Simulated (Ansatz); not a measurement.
LaAlO₃ (R-3c, No. 167) was calculated with PBE0 (plane waves, PAW; Ansatz, a first-principles code).

Numerical settings: plane-wave cutoff 460 eV, 6×6×6 k mesh, Fermi–Dirac smearing 0.01 eV, scalar-relativistic PAW data made under PBE.

Cell (measured lattice):

```
CELL_PARAMETERS angstrom
      2.69320     1.55492     4.39690
     -2.69320     1.55492     4.39690
      0.00000    -3.10984     4.39690
ATOMIC_POSITIONS crystal
  La 0.25000 0.25000 0.25000
  La 0.75000 0.75000 0.75000
  Al 0.00000 0.00000 0.00000
  Al 0.50000 0.50000 0.50000
  O  0.76160 0.73840 0.25000
  O  0.25000 0.76160 0.73840
  O  0.73840 0.25000 0.76160
  O  0.23840 0.26160 0.75000
  O  0.75000 0.23840 0.26160
  O  0.26160 0.75000 0.23840
```

**Question.** Predict the band gap.

**Answer.** 
- band gap: 5.66 eV

Note: cell and atoms aren't relaxed at this level (largest force component 0.06 eV/Å, pressure -5.0 GPa).

Spin–orbit coupling is not included.

The computed numbers hold no vibrational or temperature effects.
